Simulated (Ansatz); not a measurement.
# TaN: axial (c/a) deformation path

Level of theory: Ansatz, DFT PBEsol, scalar-relativistic, plane waves, PAW. Settings: plane waves to 420 eV, k-mesh 18×18×12 (Γ-centred), Gaussian smearing 0.15 eV. Spin–orbit coupling is left out, which can shift energies with elements as heavy as these. No spin polarisation. Energies are free energies at this smearing, counted from the undisturbed cell; pressure is positive in compression.

Reference structure (as given, not relaxed at this level; it stands at 126.0 GPa; this wurtzite form isn't the usual structure):

```yaml
crystal:
  lattice:
    - [3.05000, 0.00000, 0.00000]
    - [-1.52500, 2.64138, 0.00000]
    - [0.00000, 0.00000, 4.94000]
  atoms:
    - { symbol: Ta, position: [0.33333, 0.66667, 0.00000] }
    - { symbol: Ta, position: [0.66667, 0.33333, 0.50000] }
    - { symbol: N, position: [0.33333, 0.66667, 0.38500] }
    - { symbol: N, position: [0.66667, 0.33333, 0.88500] }
```

At fixed volume and fractional coordinates, lengths along (0.000, 0.000, 1.000) are scaled against those across it; ρ is that ratio over its starting value. The cell is metallic on the mesh throughout. At 126 GPa the given cell is far from its own equilibrium, so these figures belong to a strongly strained crystal.

```csv
ρ,ΔE (meV/atom),pressure (GPa)
0.800,?,?
0.850,171.4,129.8
0.920,-6.3,124.2
0.960,-24.2,124.3
1.000,0.0,126.0
1.050,76.4,130.0
1.100,196.0,135.5
1.200,?,?
1.300,1012.9,169.4
```

(1) Give the withheld values.

## Answers

(1) ΔE (meV/atom) at ρ = 0.800: 473.1; pressure (GPa) at ρ = 0.800: 140.2; ΔE (meV/atom) at ρ = 1.200: 545.4; pressure (GPa) at ρ = 1.200: 150.4.

Cost: 9 runs of about 6.5 core-minutes in all, on AMD EPYC (Zen 3) (shared hosts).